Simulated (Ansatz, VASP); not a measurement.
## One calculation of Sc, two programs

```
Sc
1.0
     0.00000    2.20239    2.23644
     2.20239    0.00000    2.23644
     2.20239    2.20239    0.00000
Sc
1
Direct
  0.00000 0.00000 0.00000
```

Change from the starting cell: strain -0.030 along x and y, -0.015 along z, atoms carried along.

Alike in both runs: task single point; functional LDA; k mesh 18 × 18 × 18; occupations gaussian, width 0.15 eV; no spin polarisation.

|  | VASP | Ansatz |
| --- | --- | --- |
| version | VASP 6.6.1 | Ansatz 0.2.0 |
| potentials or method | VASP PAW LDA potentials, release 64 (Sc_sv) | scalar-relativistic, plane waves, PAW |
| plane-wave cutoff (eV) | 520 | 420 |
| valence electrons in the cell | 11 | 11 |

|  | VASP | Ansatz | Ansatz less VASP |
| --- | --- | --- | --- |
| gap on the k mesh at the Fermi level (eV) | none | none | - |
| pressure (GPa) | 2.0 | 1.9 | -0.09 |
| largest component of the traceless stress (GPa) | 0.35 | 0.35 | -0.001 |

A gap of «none» marks a metal or a gap that the smearing closes.
